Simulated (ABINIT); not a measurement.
InAs in ABINIT: convergence with pawecutdg

Input of the first run (pawecutdg 22.7); the others differ in this setting and in those tied to it:

The input run.abi:

```
# Pseudopotentials
pp_dirpath "./"
pseudos "In.GGA_PBE-JTH.xml, As.GGA_PBE-JTH.xml"

# Structure
acell 3*1.0
rprim
     0.0000000000     5.4373165373     5.4373165373
     5.4373165373     0.0000000000     5.4373165373
     5.4373165373     5.4373165373     0.0000000000
ntypat 2
znucl 49 33
natom 2
typat 1 2
xcart
     2.8773040000     2.8773040000     2.8773040000
     0.0000000000     0.0000000000     0.0000000000 Angstrom

# Plane-wave basis
ecut 598.650497 eV
pawecutdg 22.7
pawxcdev 0

# k points
kptopt 1
ngkpt 8 8 8
nshiftk 1
shiftk 0.0 0.0 0.0

# Exchange and correlation
ixc 11

# Bands and occupations
nband 18
occopt 4
tsmear 0.00183747

# SCF cycle
nstep 100
tolvrs 1.0e-9

# Output
iomode 3
prtwf 0
prtden 0
prteig 0
prtebands 0
enunit 1
```

Potentials or basis: JTH PAW PBE v2.0.

The run is started by

```console
$ abinit run.abi > log 2>&1
```

Measurements of this composition are mostly on another form, of space group No. 216.

Hardware: 1 thread of Intel(R) Xeon(R) Platinum 8488C (Sapphire Rapids) (shared host).

```
pawecutdg  energy less the tightest run (meV/atom)  pressure (GPa)  SCF cycles  CPU time (s)  peak memory (GiB)
     22.7                                     0.68           -0.09          13            32               0.12
     26.4                                     0.18           -0.08          12            30               0.12
       33                                     0.63           -0.08          13            32               0.12
     39.6                                     0.39           -0.01          13            32               0.12
     48.4                                     0.04           -0.04          13            32               0.13
     59.4                                     0.05           -0.06          13            32               0.14
     72.6                                     0.00           -0.03          13            32               0.16
```

Against the tightest run, the energy stays within 1 meV/atom from 22.7 on; the pressure stays within 0.1 GPa from 22.7 on. The tightest run that finished is the yardstick and may itself not be fully converged.
